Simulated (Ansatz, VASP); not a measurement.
**Re in VASP and in Ansatz**

The input INCAR:

```
SYSTEM = Re
  PREC = Accurate
  ENCUT = 520
  EDIFF = 1E-6
  ISMEAR = -1
  SIGMA = 0.05
  LREAL = .FALSE.
  LASPH = .TRUE.
  NELM = 100
  ALGO = Normal
  ISIF = 2
  LWAVE = .FALSE.
  LCHARG = .FALSE.
  GGA = CA
  NBANDS = 14
```

File KPOINTS:

```
regular mesh
0
G
  11 11 6
  0 0 0
```

The input POSCAR:

```
Re
1.0
    2.7234873179      0.0000000000      0.0000000000
   -1.3617436590      2.3586092042      0.0000000000
    0.0000000000      0.0000000000      4.3979466679
Re
2
Direct
    0.6666666667      0.3333333333      0.7500000000
    0.3333333333      0.6666666667      0.2500000000
```

File input.yaml:

```yaml
crystal:
  lattice:
    - [2.7234873179, 0.0, 0.0]
    - [-1.361743659, 2.3586092042, 0.0]
    - [0.0, 0.0, 4.3979466679]
  atoms:
    - { symbol: Re, position: [0.6666666667, 0.3333333333, 0.75] }
    - { symbol: Re, position: [0.3333333333, 0.6666666667, 0.25] }
kpoints:
  mp_grid: { grid: [11, 11, 6] }
scf:
  occupations: { method: fermi_dirac, width: 0.05 }
hamiltonian:
  xc: lda
  pseudopotentials: { kind: all_electron, lapw: { basis_error: 0.001 } }
output:
  forces: true
  stress: true
  eigenvalues: true
```

Change from the starting cell: volume scaled by 0.96.

Alike in both runs: task single point; functional LDA; k mesh 11 × 11 × 6; occupations fermi-dirac, width 0.05 eV; no spin polarisation.

```csv
,VASP,Ansatz
version,VASP 6.6.1,Ansatz 0.2.0
potentials or method,"VASP PAW LDA potentials, release 64 (Re)","all-electron LAPW, scalar-relativistic"
plane-wave cutoff (eV),520,see its input
```

Ansatz gave:

| Quantity | Value |
| --- | --- |
| gap on the k mesh at the Fermi level (eV) | none |
| pressure (GPa) | 5.9 |
| largest component of the traceless stress (GPa) | 0.18 |

Question: What did VASP give for the same quantities?

Answer: gap on the k mesh at the Fermi level (eV): none; pressure (GPa): 7.7; largest component of the traceless stress (GPa): 0.29.

A gap of «none» marks a metal or a gap that the smearing closes. Ansatz ran all-electron here, so the differences hold the error of VASP's frozen core and of both bases.

The runs have no spin-orbit coupling, so splittings on Re are missing.
